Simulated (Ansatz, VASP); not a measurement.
# Si2N in VASP and in Ansatz

```
CELL_PARAMETERS angstrom
4.07857 0.00000 0.00000
-2.03928 3.53214 0.00000
0.00000 0.00000 2.83771
ATOMIC_POSITIONS crystal
Si 0.33333 0.66667 0.50000
Si 0.66667 0.33333 0.50000
N 0.00000 0.00000 0.00000
```

Change from the starting cell: species swapped into the PrCd2 type (P6/mmm, No. 191).

Alike in both runs: task relaxation of cell and atoms; functional PBE; k mesh 6 × 6 × 6; occupations gaussian, width 0.1 eV; collinear spin.

|  | VASP | Ansatz |
| --- | --- | --- |
| version | VASP 6.6.1 | Ansatz 0.2.0 |
| potentials or method | VASP PAW PBE potentials, release 64 (Si, N) | scalar-relativistic, plane waves, PAW |
| plane-wave cutoff (eV) | 600 | 420 |
| valence electrons in the cell | 13 | 13 |

|  | VASP | Ansatz | Ansatz less VASP |
| --- | --- | --- | --- |
| gap on the k mesh at the Fermi level, each at its own relaxed structure (eV) | none | none | - |
| net moment per atom (μB) | 0.00 | 0.00 | 0.000 |
| relaxed volume (Å³/atom) | 13.26 | 13.21 | -0.045 |
| relaxed cell length with the largest relative difference (Å) | 3.028 | 3.020 | -0.0081 |
| energy change over the relaxation (meV/atom) | -27 | -26 | +0.8 |

A gap of «none» marks a metal or a gap that the smearing closes. Ansatz warned: «seeded_moment_not_kept».

Caveats: the k mesh is coarse (spacing up to 0.37 Å⁻¹), so the values aren't converged.
